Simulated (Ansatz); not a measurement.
# How far is PAW off for CdI₂?

```
Cd I
1.0
     4.24400    0.00000    0.00000
    -2.12200    3.67541    0.00000
     0.00000    0.00000    6.85900
Cd I
1 2
Cartesian
  0.0000 0.0000 0.0000
  0.0000 2.4503 1.7093
  2.1220 1.2251 5.1497
```

Atoms are numbered in the order listed.

The cell is COD entry 1539851, as deposited and not checked against the literature; nothing was relaxed. It differs from other determinations.

No spin–orbit coupling, which matters for the heavy atoms here.

All numbers are computed: DFT, PBE, PAW with Ansatz's default frozen-core files, scalar-relativistic (Ansatz 0.2.0); DFT, PBE, all-electron PAW with datasets made for the crystal, scalar-relativistic (Ansatz 0.2.0); DFT, PBE, all-electron LAPW, scalar-relativistic (Ansatz 0.2.0).

For PAW: a Γ-centred 8×8×5 k mesh, Fermi–Dirac smearing of 0.03 eV, cutoff 420 eV, no spin polarisation. The crystal-made all-electron datasets (AE datasets) take a cutoff of 240 eV at this cell. LAPW targets a basis error of 0.5 meV/atom. The Ansatz runs share mesh, smearing and spin set-up. Plane-wave (PAW) pressures include the program's estimate of the Pulay term.

Stress and pressure are positive in compression.

Levels count from the top of the valence band.

| quantity | PAW | AE datasets | LAPW |
| --- | --- | --- | --- |
| pressure (GPa) | 1.86 | 1.86 | 1.86 |
| force on I2, z (eV/Å) | 0.122 | 0.123 | 0.123 |
| band gap (eV) | 2.377 | 2.377 | 2.376 |
| highest filled level at Γ (eV) | -0.148 | -0.148 | -0.148 |
| lowest empty level at Γ (eV) | 2.484 | 2.483 | 2.483 |
| highest filled level at L (eV) | -0.457 | -0.457 | -0.457 |
| lowest empty level at L (eV) | 2.381 | 2.381 | 2.381 |

PAW's pressure differs from the LAPW value by about 0.01 GPa or less.
